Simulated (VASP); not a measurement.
A run of VASP 6.6.1 is set up as follows.

Contents of INCAR:

```
ALGO = Normal
EDIFF = 1E-8
ENCUT = 520
GGA = PE
GGA_COMPAT = False
ISIF = 2
ISMEAR = -1
LASPH = True
LCHARG = False
LEFG = True
LMAXMIX = 4
LORBIT = 11
LORBMOM = True
LREAL = False
LSORBIT = True
LWAVE = False
MAGMOM = 0 0 0 0 0 0
NBANDS = 30
NELM = 150
PREC = Accurate
SIGMA = 0.03
```

The input KPOINTS:

```
k-points
0
Gamma
  7 7 7
```

File POSCAR:

```
AgBr
1.0
    0.0000000000      2.8860500000      2.8860500000
    2.8860500000      0.0000000000      2.8860500000
    2.8860500000      2.8860500000      0.0000000000
Ag Br
1 1
Direct
    0.5000000000      0.5000000000      0.5000000000
    0.0000000000      0.0000000000      0.0000000000
```

Potentials or basis: VASP PAW PBE potentials, release 64 (Ag, Br).

Run with:

```bash
$ cat potpaw_PBE.64/Ag/POTCAR potpaw_PBE.64/Br/POTCAR > POTCAR
$ mpirun -np 1 vasp_ncl > vasp.out
```

(1) Predict the net moment.

(2) What does it give for the pressure?

Results:

(1) 0.00 μB per cell.

(2) 1.5 GPa.
